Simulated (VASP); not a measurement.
Runs of VASP 6.6.1 on GaP. It takes space group F-43m (No. 216, cubic). The conventional cell has a = 5.450 Å, b = 5.450 Å, c = 5.450 Å, α = 90.00°, β = 90.00°, γ = 90.00°. Around Ga (site symmetry -43m) lie 4 P at 2.36 Å. P (site symmetry -43m) is surrounded by 4 Ga at 2.36 Å. The cell was built by a generator and isn't the measured one.

```csv
cell,P gpa,target pressure,gap on the mesh (eV),pressure (GPa)
relaxed to 12 GPa,12,12 GPa,1.25,12.0
relaxed to 18 GPa,18,18 GPa,1.14,17.8
relaxed,0,-,1.47,0.0
relaxed to 6 GPa,6,6 GPa,(a),6.1
```

Alike in all rows: task relaxation of cell and atoms; level PBEsol; potentials or basis VASP PAW PBE potentials, release 64 (Ga_d, P); no spin polarisation; k mesh 10 × 10 × 10; cutoff (eV) 600; smearing fermi-dirac 0.05 eV.

Problem. Fill in the values left out.

Solution. (a) 1.36.

Caveats: the PAW data sets were made with another functional, which shifts forces and pressure a little; the cell is relaxed towards a set pressure, so the enthalpy falls and the energy may rise (some runs).

A k mesh can miss the band edges, and the runs leave out spin-orbit coupling on Ga.
